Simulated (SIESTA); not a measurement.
# AlNi under changes of volume

One of the cells (12.196 Å³/atom); the others are scaled copies at fixed shape and fractional positions:

```
Ni Al
1.0
     2.90008    0.00000    0.00000
     0.00000    2.90008    0.00000
     0.00000    0.00000    2.90008
Ni Al
1 1
Direct
  0.50000 0.50000 0.50000
  0.00000 0.00000 0.00000
```

* Program: SIESTA 5.4.2
* Functional: PBE
* Potentials or basis: PseudoDojo 0.4 standard (PBE files)
* Basis: DZP (energy shift 0.002 Ry; radii capped at 9.5 bohr)
* Grid cutoff: 800 Ry
* Energy shift: 0.002 Ry
* k mesh: 9 × 9 × 9
* Occupations: fermi-dirac, width 0.05 eV
* Spin: collinear spin, ferromagnetic start
* Starting moments: [1.0, 0.0] μB

```tsv
volume (Å³/atom)	energy over the lowest point (meV/atom)	pressure (GPa)
11.239	28.97	13.1
11.478	?	?
11.717	2.83	4.8
12.196	0.00	-2.3
12.435	5.42	-4.9
12.674	14.69	-7.5
```

Task: What does the run at 11.478 Å³/atom give?

Result: Energy over the lowest point 12.89 meV/atom; pressure 8.7 GPa.

Worked out: A Birch-Murnaghan fit of order 3 (a polynomial in V^(-2/3)) to the other rows has its minimum at 12.02 Å³/atom with B0 = V·E''(V) = 163 GPa and B' = 6.1. It gives 12.57 meV/atom at 11.478 Å³/atom, against the run's 12.89, and -dE/dV = 8.7 GPa, against 8.7.

Energies are extrapolated to zero smearing.

Caveats: semicore shells carry a single zeta, which can move pressures by several GPa and volumes by a few percent; the basis of atomic orbitals isn't converged, which shifts pressures, moduli and gaps.
